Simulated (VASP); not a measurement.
Wanted: the native input for a VASP 6.6.1 run.

```yaml
Task: relaxation of cell and atoms
Functional: PBEsol
Potentials_or_basis: VASP PAW PBE potentials, release 64 (Al, Pt)
Cutoff: 600 eV
k_mesh: 8 × 8 × 8
Occupations: methfessel-paxton, width 0.1 eV
Spin: no spin polarisation
Further_INCAR_settings: ALGO = Normal; EDIFF = 1e-06; IBRION = 2; EDIFFG = -0.01; NSW = 90; ISIF = 3
```

The structure of AlPt lies in POSCAR:

```
AlPt
1.0
    4.8789320700      0.0000000000      0.0000000000
    0.0000000000      4.8789320700      0.0000000000
    0.0000000000      0.0000000000      4.8789320700
Al Pt
4 4
Direct
    0.8440321000      0.8440321000      0.8440321000
    0.6559679000      0.1559679000      0.3440321000
    0.3440321000      0.6559679000      0.1559679000
    0.1559679000      0.3440321000      0.6559679000
    0.1550630600      0.1550630600      0.1550630600
    0.3449369400      0.8449369400      0.6550630600
    0.6550630600      0.3449369400      0.8449369400
    0.8449369400      0.6550630600      0.3449369400
```

The cell is a database's computed one.

One way to write it, as run:

INCAR

```
SYSTEM = AlPt
PREC = Accurate
ENCUT = 600
EDIFF = 1E-6
ISMEAR = 1
SIGMA = 0.1
LREAL = .False.
LASPH = .True.
NELM = 80
ALGO = Normal
ISIF = 3
LWAVE = .False.
LCHARG = .False.
GGA = PS
IBRION = 2
NSW = 90
EDIFFG = -0.01
KPAR = 4
```

KPOINTS

```
regular mesh
0
Gamma
  8 8 8
  0 0 0
```

Potentials or basis: VASP PAW PBE potentials, release 64 (Al, Pt).

The run is started by

```console
$ cat potpaw_PBE.64/Al/POTCAR potpaw_PBE.64/Pt/POTCAR > POTCAR
$ mpirun -np 4 vasp_std > vasp.out
```

Results of the run:

```yaml
Relaxed_volume: 14.42 Å³/atom
Relaxed_cell: a = 4.868 Å, b = 4.868 Å, c = 4.868 Å, α = 90.00°, β = 90.00°, γ = 90.00°
Space_group_after_relaxing_to_0.05_Å: P2_13 (No. 198)
Energy_gained_by_relaxing: 0.6 meV/atom
Ionic_steps: 7
Pressure_after_relaxing: 0.0 GPa
Band_gap_on_the_k_mesh: none (metal or under the smearing width)
```

Caveat: the PAW data sets were made with another functional, which shifts forces and pressure a little.

Run time: 2.3 min on 4 MPI ranks on Intel(R) Xeon(R) Platinum 8559C (Emerald Rapids) (shared host), peak memory 0.35 GiB a rank.
